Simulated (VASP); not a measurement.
A calculation with VASP 6.6.1 of Sc (native input, structure from a POSCAR):

The input INCAR:

```
SYSTEM = Sc
ALGO = Fast
EDIFF = 1E-7
ENCUT = 500
GGA = PE
ISIF = 2
ISMEAR = 0
LASPH = .True.
LCHARG = .True.
LELF = .True.
LREAL = .False.
LVHAR = .True.
LWAVE = .False.
NELM = 60
PREC = Accurate
SIGMA = 0.1
```

The input KPOINTS:

```
k-points
0
Gamma
  9 9 5
  0 0 0
```

File POSCAR:

```
Sc
1.0
    3.3090000000      0.0000000000      0.0000000000
   -1.6545000000      2.8656780611      0.0000000000
    0.0000000000      0.0000000000      5.2733000000
Sc
2
Direct
    0.6666666667      0.3333333333      0.7500000000
    0.3333333333      0.6666666667      0.2500000000
```

Potentials or basis: VASP PAW PBE potentials, release 64 (Sc_sv).

The run is started by

```console
$ cat potpaw_PBE.64/Sc_sv/POTCAR > POTCAR
$ mpirun -np 1 vasp_std > vasp.out
```

Question: Write the same calculation in another form: ASE script, structure from a P1 CIF.

Answer: As run:

File run.py:

```python
from ase.calculators.vasp import Vasp
from ase.dft.bandgap import bandgap
from ase.io import read

atoms = read('Sc.cif')
calc = Vasp(
    directory='calc',
    xc='pbe',
    pp='PBE',
    setups='minimal',
    prec='Accurate',
    encut=500,
    ediff=1e-06,
    ismear=0,
    sigma=0.1,
    lreal=False,
    lasph=True,
    nelm=80,
    algo='Fast',
    isif=2,
    lwave=False,
    lcharg=True,
    lelf=True,
    lvhar=True,
    kpts=[9, 9, 5],
    gamma=True,
)
atoms.calc = calc

print('energy (eV):', atoms.get_potential_energy())
print('free energy (eV):', atoms.get_potential_energy(force_consistent=True))
print('forces (eV/A):')
print(atoms.get_forces())
print('stress (eV/A^3, Voigt):', atoms.get_stress())
print('Fermi level (eV):', calc.get_fermi_level())
gap, top, bottom = bandgap(calc)
print('band gap (eV):', gap, 'from (spin, k, band)', top, 'to', bottom)
```

Sc.cif

```cif
data_Sc
_cell_length_a 3.30900000
_cell_length_b 3.30900000
_cell_length_c 5.27330000
_cell_angle_alpha 90.00000000
_cell_angle_beta 90.00000000
_cell_angle_gamma 120.00000000
_space_group_name_H-M_alt 'P1'
_space_group_name_Hall 'P 1'
_space_group_IT_number 1
loop_
_space_group_symop_operation_xyz
'x,y,z'
loop_
_atom_site_label
_atom_site_type_symbol
_atom_site_symmetry_multiplicity
_atom_site_Wyckoff_symbol
_atom_site_fract_x
_atom_site_fract_y
_atom_site_fract_z
_atom_site_occupancy
Sc1 Sc 1 a 0.6666666667 0.3333333333 0.7500000000 1
Sc2 Sc 1 a 0.3333333333 0.6666666667 0.2500000000 1
```

Potentials or basis: VASP PAW PBE potentials, release 64 (Sc_sv).

The run is started by

```console
$ python run.py
```

Both were run:

|  | native input, structure from a POSCAR | ASE script, structure from a P1 CIF |
| --- | --- | --- |
| Pressure | -0.7 GPa | -0.7 GPa |
| Band gap on the k mesh | none (metal or under the smearing width) | none (metal or under the smearing width) |

Keys that steer only the numerical path or the files written may differ.
